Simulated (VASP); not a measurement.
# Te (Im-3m) in VASP: further runs, part 2 of 2

VASP 6.6.1. Earlier steps stand in the parts before.

## 5. Single point, revPBE

This run uses another cell than the first one, of 25.58 Å³/atom, 0.880 times its volume.

Input file INCAR:

```
SYSTEM = Te
PREC = Accurate
ENCUT = 520
EDIFF = 1E-7
ISMEAR = -1
SIGMA = 0.1
LREAL = .False.
LASPH = .True.
NELM = 60
ALGO = Fast
ISIF = 2
LWAVE = .False.
LCHARG = .False.
GGA = RE
NBANDS = 9
```

Input file KPOINTS:

```
regular mesh
0
Gamma
  13 13 13
  0 0 0
```

Input file POSCAR:

```
Te
1.0
   -1.8560477463      1.8560477463      1.8560477463
    1.8560477463     -1.8560477463      1.8560477463
    1.8560477463      1.8560477463     -1.8560477463
Te
1
Direct
    0.0000000000      0.0000000000      0.0000000000
```

Potentials or basis: VASP PAW PBE potentials, release 64 (Te).

The run is started by

```bash
$ cat potpaw_PBE.64/Te/POTCAR > POTCAR
$ mpirun -np 1 vasp_std > vasp.out
```

OUTCAR:

```text
SYSTEM = Te
   PREC = Accurate
   ENCUT = 520
   EDIFF = 1E-7
   ISMEAR = -1
   LREAL = .False.
   LASPH = .True.
   NELM = 60
   ISIF = 2
   GGA = RE

 ion  position               nearest neighbor table
   1  0.000  0.000  0.000-

  LATTYP: Found a body centered cubic cell.
 ALAT       =     3.7120954926

  Lattice vectors:

 A1 = (  -1.8560477463,   1.8560477463,   1.8560477463)
 A2 = (   1.8560477463,  -1.8560477463,   1.8560477463)
 A3 = (   1.8560477463,   1.8560477463,  -1.8560477463)

Analysis of symmetry for initial positions (statically):
=====================================================================
 Subroutine PRICEL returns:
 Original cell was already a primitive cell.

 Routine SETGRP: Setting up the symmetry group for a
 body centered cubic supercell.

 Subroutine GETGRP returns: Found 48 space group operations
 (whereof 48 operations were pure point group operations)
 out of a pool of 48 trial point group operations.

The static configuration has the point symmetry O_h .

Analysis of symmetry for dynamics (positions and initial velocities):
=====================================================================
 Subroutine PRICEL returns:
 Original cell was already a primitive cell.

 Routine SETGRP: Setting up the symmetry group for a
 body centered cubic supercell.

 Subroutine GETGRP returns: Found 48 space group operations
 (whereof 48 operations were pure point group operations)
 out of a pool of 48 trial point group operations.

The dynamic configuration has the point symmetry O_h .

 Subroutine INISYM returns: Found 48 space group operations
 (whereof 48 operations are pure point group operations),
 and found     1 'primitive' translations

----------------------------------------------------------------------------------------

[... 105 lines left out ...]
   ISMEAR =    -1;   SIGMA  =   0.10  broadening in eV -4-tet -1-fermi 0-gaus
   EFERMI_NEDOS =   21; number of points for ismear=-14 and -15
   IALGO  =     68    algorithm
   IMIX   =      4    mixing-type and parameters
     AMIX     =   0.40;   BMIX     =  1.00
     AMIX_MAG =   1.60;   BMIX_MAG =  1.00
  volume/ion in A,a.u.               =      25.58       172.59
  Fermi-wavevector in a.u.,A,eV,Ry     =   1.009678  1.908014 13.870447  1.019449
  Thomas-Fermi vector in A             =   2.142621
   LORBIT       =      0    0 simple, 1 ext, 2 COOP (PROOUT), +10 PAW based schemes
   GGA     = RE    functional components
   LHFCALC =     F    Hartree Fock is set to
   AEXX    =    0.0000 exact exchange contribution
   IVDW    =     0    specifies the selected vdW correction
   LEPSILON=     F    determine dielectric tensor
   LRPA    =     F    only Hartree local field effects (RPA)
 non-spin polarized calculation
 RMM-DIIS sequential band-by-band and
  energy-cutoff  :      520.00
  volume of cell :       25.58
 maximum number of plane-waves:       702
   NGX = 11   NGY = 11   NGZ = 11

 number of electron       6.0000001 magnetization

 Free energy of the ion-electron system (eV)
  ---------------------------------------------------
  ext. energy  EPLUGINS =         0.00000000
  ---------------------------------------------------
  free energy    TOTEN  =        -2.42218762 eV

  energy without entropy =       -2.40117686  energy(sigma->0) =       -2.41168224

 E-fermi :   9.4787     XC(G=0): -10.5337

 val. band max:        9.4426875061   @ k =   0.0769   0.0769   0.0769
 cond. band min:       9.4860643546   @ k =   0.3077   0.1538   0.0769
 fundamental gap:      0.0433768485
 Fermi energy:         9.4787120452

 k-point     1 :       0.0000    0.0000    0.0000
  band No.  band energies     occupation
      1      -5.2918      2.00000
      2      13.0714      0.00000
      3      13.0714      0.00000
      4      13.0714      0.00000
      5      19.5647      0.00000
      6      19.5647      0.00000
      7      19.5647      0.00000
      8      20.6996      0.00000
      9      21.2958      0.00000
[... 265 lines left out ...]
 k-point    24 :       0.2308    0.0769    0.0769
  band No.  band energies     occupation
      1      -3.2066      2.00000
      2       5.9799      2.00000
      3       9.4115      1.32397
      4      10.8067      0.00000
      5      17.4894      0.00000
      6      17.8536      0.00000
      7      21.5299      0.00000
      8      22.2444      0.00000
      9      23.4837      0.00000

 [... further k-points ...]
[... 5 lines left out ...]
  --------------------------------------------------------------------------------------
  -------------------------------------------------------------------------------------
  Total        1.3921109      1.3921109      1.3921109      0.0000000     -0.0000000      0.0000000
  in kB       87.2081362     87.2081362     87.2081362      0.0000000     -0.0000000      0.0000000
  external PRESSURE =      87.2081362 kB  Pullay stress =       0.0000000 kB

 VOLUME and BASIS-vectors are now :
 -----------------------------------------------------------------------------
  energy-cutoff  :      520.00
  volume of cell :       25.58
      direct lattice vectors                 reciprocal lattice vectors
    -1.856047746  1.856047746  1.856047746     0.000000000  0.269389622  0.269389622
     1.856047746 -1.856047746  1.856047746     0.269389622  0.000000000  0.269389622
     1.856047746  1.856047746 -1.856047746     0.269389622  0.269389622  0.000000000

 POSITION                                       TOTAL-FORCE (eV/Angst)
 -----------------------------------------------------------------------------------
      0.00000      0.00000      0.00000         0.000000      0.000000     -0.000000
 -----------------------------------------------------------------------------------
    total drift:                                0.000000      0.000000      0.000000

  FREE ENERGIE OF THE ION-ELECTRON SYSTEM (eV)
  ---------------------------------------------------
  free  energy   TOTEN  =        -2.4221876220 eV

  energy  without entropy=       -2.4011768592  energy(sigma->0) =       -2.41168224
```

OSZICAR:

```text
N       E                     dE             d eps       ncg     rms          rms(c)
DAV:   1     0.974286009267E+01    0.97429E+01   -0.23472E+03  1520   0.514E+02
DAV:   2    -0.216063488122E+01   -0.11903E+02   -0.11403E+02  2021   0.676E+01
DAV:   3    -0.241964820905E+01   -0.25901E+00   -0.25565E+00  1887   0.950E+00
DAV:   4    -0.242065848814E+01   -0.10103E-02   -0.10102E-02  2088   0.708E-01
DAV:   5    -0.242066306129E+01   -0.45732E-05   -0.45721E-05  1938   0.400E-02    0.795E+00
RMM:   6    -0.242137810556E+01   -0.71504E-03   -0.10726E-03  1555   0.221E-01    0.485E+00
RMM:   7    -0.242216930893E+01   -0.79120E-03   -0.28108E-03  1626   0.360E-01    0.132E-01
RMM:   8    -0.242219090396E+01   -0.21595E-04   -0.14022E-04  1768   0.923E-02    0.547E-02
RMM:   9    -0.242218891065E+01    0.19933E-05   -0.16828E-05  1854   0.325E-02    0.531E-03
RMM:  10    -0.242218847337E+01    0.43728E-06   -0.24356E-06  1882   0.124E-02    0.117E-02
RMM:  11    -0.242218761820E+01    0.85517E-06   -0.49789E-07  1849   0.566E-03    0.108E-03
RMM:  12    -0.242218762201E+01   -0.38109E-08   -0.12214E-07  1407   0.271E-03
   1 F= -.24221876E+01 E0= -.24116822E+01  d E =-.210108E-01
```

stdout:

```text
POSCAR found type information on POSCAR Te
 POSCAR found :  1 types and       1 ions
 scaLAPACK will be used
 -----------------------------------------------------------------------------
|                                                                             |
|                                                                             |
|     You enforced a specific xc type in the INCAR file but a different       |
|     I HOPE YOU KNOW WHAT YOU ARE DOING!                                     |
|                                                                             |
 -----------------------------------------------------------------------------

 LDA part: xc-table for (Slater+PW92), standard interpolation
 POSCAR, INCAR and KPOINTS ok, starting setup
 FFT: planning ... GRIDC
 FFT: planning ... GRID_SOFT
 FFT: planning ... GRID
 WAVECAR not read
 entering main loop
```

It took 8.9 s on 1 thread of AMD EPYC 9R45 (Zen 5), shared host; peak memory 0.11 GiB.

What came out:

* Free energy: -2.4222 eV
* Pressure: 8.7 GPa
* Band gap on the k mesh: none (metal or under the smearing width)

Levels at points of the mesh, in eV from the Fermi level:
```tsv
k point	band 1	band 2	band 3	band 4	band 5	band 6	band 7
(0.00, 0.00, 0.00)	-14.77	3.59	3.59	3.59	10.09	10.09	10.09
```

Caveat: the PAW data sets were made with another functional, which shifts forces and pressure a little. The run has no spin-orbit coupling, so splittings on Te are missing.

## 6. The runs side by side

```tsv
task	cell	k mesh	cutoff (eV)	gap on the mesh (eV)	pressure (GPa)
single point	Im-3m, 29.06 Å³/atom	19 × 19 × 19	520	none	-0.1
single point	Im-3m, 29.06 Å³/atom	11 × 11 × 11	520	none	-0.2
relaxation of cell and atoms	relaxed	11 × 11 × 11	600	none	0.0
single point	Im-3m, 25.58 Å³/atom	13 × 13 × 13	520	none	8.7
```

Alike in all rows: level revPBE; potentials or basis VASP PAW PBE potentials, release 64 (Te); no spin polarisation; smearing fermi-dirac 0.1 eV.

Every run on the cell as given and a fine mesh finds a metal.

Caveats: the PAW data sets were made with another functional, which shifts forces and pressure a little.

Total energies depend on the potentials used, so only differences within one code and one set of settings carry meaning.
